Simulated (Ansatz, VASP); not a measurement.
# HfC in VASP and in Ansatz

Contents of INCAR:

```
SYSTEM = HfC
  PREC = Accurate
  ENCUT = 520
  EDIFF = 1E-6
  ISMEAR = -1
  SIGMA = 0.15
  LREAL = .FALSE.
  LASPH = .TRUE.
  NELM = 100
  ALGO = Normal
  ISIF = 2
  LWAVE = .FALSE.
  LCHARG = .FALSE.
  GGA = PE
  NBANDS = 14
```

KPOINTS

```
regular mesh
0
G
  14 14 14
  0 0 0
```

POSCAR

```
HfC
1.0
    2.9468000000      0.0000000000      0.0000000000
    0.0000000000      2.9468000000      0.0000000000
    0.0000000000      0.0000000000      2.9468000000
Hf C
1 1
Direct
    0.0000000000      0.0000000000      0.0000000000
    0.5000000000      0.5000000000      0.5000000000
```

Input for Ansatz:

```yaml
crystal:
  lattice:
    - [2.9468, 0.0, 0.0]
    - [0.0, 2.9468, 0.0]
    - [0.0, 0.0, 2.9468]
  atoms:
    - { symbol: Hf, position: [0.0, 0.0, 0.0] }
    - { symbol: C, position: [0.5, 0.5, 0.5] }
basis:
  ecutwfc: 420
kpoints:
  mp_grid: { grid: [14, 14, 14] }
hamiltonian:
  xc: pbe
scf:
  occupations: { method: fermi_dirac, width: 0.15 }
output:
  forces: true
  stress: true
  eigenvalues: true
```

Alike in both runs: task single point; functional PBE; k mesh 14 × 14 × 14; occupations fermi-dirac, width 0.15 eV; no spin polarisation.

|  | VASP | Ansatz |
| --- | --- | --- |
| version | VASP 6.6.1 | Ansatz 0.2.0 |
| potentials or method | VASP PAW PBE potentials, release 64 (Hf_pv, C) | scalar-relativistic, plane waves, PAW |
| plane-wave cutoff (eV) | 520 | 420 |
| valence electrons in the cell | 14 | 30 |

```tsv
	VASP	Ansatz	Ansatz less VASP
gap on the k mesh at the Fermi level (eV)	none	none	-
pressure (GPa)	-9.6	-8.3	+1.24
```

A gap of «none» marks a metal or a gap that the smearing closes. With one functional, cell and mesh, what is left measures potentials, basis and numerics. The two sets of potentials don't hold the same shells in valence.

Spin-orbit coupling is left out, which matters for the levels of Hf.
